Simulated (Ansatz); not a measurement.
I need band-curvature effective masses by finite differences of ZnS, space group R3m. Use the Ansatz DFT code, driven from Python. Level of theory (first run): PBEsol, PAW, cutoff 420 eV, 6×6×6 k-points, fixed occupations.

```
Zn S
1.0
     1.90307    1.09874    9.35195
    -1.90307    1.09874    9.35195
     0.00000   -2.19748    9.35195
Zn S
3 3
Direct
  0.99997 0.99997 0.99997
  0.22227 0.22227 0.22227
  0.44461 0.44461 0.44461
  0.08327 0.08327 0.08327
  0.52784 0.52784 0.52784
  0.30536 0.30536 0.30536
```

`mass_zns.py`:
```python
import ansatz as az
from ase import Atoms
import numpy as np

atoms = Atoms(
    ["Zn", "Zn", "Zn", "S", "S", "S"],
    scaled_positions=[
        (0.99997114, 0.99997114, 0.99997114),
        (0.22226941, 0.22226941, 0.22226941),
        (0.44461344, 0.44461344, 0.44461344),
        (0.08326717, 0.08326717, 0.08326717),
        (0.5278423, 0.5278423, 0.5278423),
        (0.30536254, 0.30536254, 0.30536254),
    ],
    cell=[
        (1.9030712, 1.09873867, 9.35194783),
        (-1.9030712, 1.09873867, 9.35194783),
        (0.0, -2.19747734, 9.35194783),
    ],
    pbc=True,
)
crystal = az.Crystal.from_ase(atoms)

calc = (
    crystal.calculation()
    .pseudopotentials("paw")
    .basis(420)
    .functional("pbesol")
    .kpoints(6)
    .occupations("fixed")
)
out = calc.band_table().run(threads=1)
r = out.report
levels = np.array(r["eigenvalues_ev"])
filled = round(r["n_electrons"] / 2)
edges = {"top filled band": (filled - 1, levels[:, filled - 1].argmax()), "lowest empty band": (filled, levels[:, filled].argmin())}
gap = levels[:, filled].min() - levels[:, filled - 1].max()
print(f"gap on the mesh {gap:.3f} eV")
if gap <= 0.05:
    print("no gap: band-edge masses have no meaning here")
    edges = {}
reciprocal = 2 * np.pi * np.linalg.inv(out.lattice.cell_ang).T
step = 0.006  # 1/A

pairs = [(0, 1), (0, 2), (1, 2)]
moves = [sign * axis for axis in np.eye(3) for sign in (-1, 1)]
moves += [s1 * np.eye(3)[i] + s2 * np.eye(3)[j] for i, j in pairs for s1 in (1, -1) for s2 in (1, -1)]
for name, (band, index) in edges.items():
    together = int(np.sum(np.abs(levels[index] - levels[index, band]) < 2e-3))
    print(name, "at k =", np.round(r["kpoints_frac"][index], 4), f"E = {levels[index, band]:.4f} eV, degeneracy {together}")
    centre = np.array(r["kpoints_frac"][index]) @ reciprocal
    points = [centre] + [centre + step * move for move in moves]
    table = calc.band_structure(points, intervals=1, cartesian=True).run(threads=1).band_structure().channels[0].eigenvalues_ev
    if together > 1:
        level = np.flatnonzero(np.abs(levels[index] - levels[index, band]) < 2e-3)
        along = (table[1, level] + table[2, level] - 2 * table[0, level]) / step ** 2
        print("  degenerate level, no single mass tensor; masses of its branches along x:", np.round(7.61996 / along, 3), "m_e")
        continue
    e = table[:, band]
    hessian = np.diag((e[1:7:2] + e[2:7:2] - 2 * e[0]) / step ** 2)
    for (i, j), (pp, pm, mp, mm) in zip(pairs, e[7:].reshape(3, 4)):
        hessian[i, j] = hessian[j, i] = (pp - pm - mp + mm) / (4 * step ** 2)
    curvatures, axes = np.linalg.eigh(hessian)
    slope = (e[2:7:2] - e[1:7:2]) / (2 * step)
    print("  slope (eV A):", np.round(slope, 3) + 0.0, "" if np.abs(slope).max() < 0.05 else "- no extremum here, so these are local curvatures and no band-edge masses")
    for curvature, axis in zip(curvatures, axes.T):
        print(f"  principal mass {7.61996 / curvature:8.3f} m_e along", np.round(axis, 2) + 0.0)
```

```console
$ python mass_zns.py
gap on the mesh 2.055 eV
top filled band at k = [0. 0. 0.] E = 5.8159 eV, degeneracy 2
  degenerate level, no single mass tensor; masses of its branches along x: [-0.164 -1.545] m_e
lowest empty band at k = [0. 0. 0.] E = 7.8712 eV, degeneracy 1
  slope (eV A): [0. 0. 0.]
  principal mass    0.171 m_e along [-0.02  1.    0.  ]
  principal mass    0.171 m_e along [1.   0.02 0.  ]
  principal mass    0.156 m_e along [0. 0. 1.]
```

Reading the output:
- Semilocal gaps usually lie well under measured ones.
- The computed bands are complete only to about 5.2 eV above the Fermi level.
- This cell is a computed structure, which may not be the phase found in nature.
- Gaps and levels are Kohn-Sham values on a finite set of k-points.
- The masses are finite-difference curvatures at extrema found on a coarse mesh, which needn't be the true band edges; a step that is long against the gap makes them too heavy. Negative values are curvatures of valence bands (the hole mass is their size). Spin-orbit coupling is left out, and light masses scale with the Kohn-Sham gap.
- It ran for 38 s on 1 thread of Intel(R) Xeon(R) Processor @ 2.30GHz, with other jobs on the host, peak memory 0.57 GiB.
